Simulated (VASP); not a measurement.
**Pd: single point with PBE**

Crystal: Pd.

```
Pd
1.0
    -1.59918    1.54912    1.62845
     1.60297   -1.50854    1.59166
     1.57790    1.48727   -1.58787
Pd
1
Direct
  0.01291 0.99896 0.98783
```

The cell isn't the ideal one: cell strained at random at fixed volume.

```yaml
Program: VASP 6.6.1
Task: single point
Functional: PBE
Potentials_or_basis: VASP PAW PBE potentials, release 64 (Pd)
Cutoff: 520 eV
k_mesh: 12 × 12 × 12
Occupations: fermi-dirac, width 0.05 eV
Spin: no spin polarisation
```

The pressure is -1.3 GPa. The band gap on the k mesh is none (metal or under the smearing width).

Stress tensor (GPa, compression positive):
```
-1.04  1.24 -0.42
 1.24 -2.24 -2.42
-0.42 -2.42 -0.65
```

Levels at points of the mesh, in eV from the Fermi level:
```
           k point  band 2  band 3  band 4  band 5  band 6  band 7  band 8  band 9
(0.00, 0.00, 0.00)   -3.00   -2.61   -2.50   -1.10   -0.67   18.80   19.06   20.06
(0.50, 0.00, 0.00)   -3.97   -0.90   -0.42    0.49    1.43    7.39   15.06   17.32
(0.00, 0.50, 0.00)   -3.57   -1.22   -0.75    0.51    1.27    7.16   15.45   18.40
(0.50, 0.50, 0.00)   -4.02   -0.82   -0.44    0.54    1.59    7.66   14.78   16.99
(0.00, 0.00, 0.50)   -3.95   -0.90   -0.51    0.61    1.79    7.97   14.61   16.76
(0.50, 0.00, 0.50)   -3.54   -1.23   -0.78    0.52    1.31    7.23   15.51   18.28
(0.00, 0.50, 0.50)   -3.83   -1.05   -0.56    0.63    1.80    7.99   14.72   16.92
(0.50, 0.50, 0.50)   -4.79    0.09    0.17    0.37    8.37    8.73   10.19   16.29
```

Wall time 59 s on 1 thread of Intel(R) Xeon(R) Platinum 8488C (Sapphire Rapids) (shared host), peak memory 0.25 GiB.
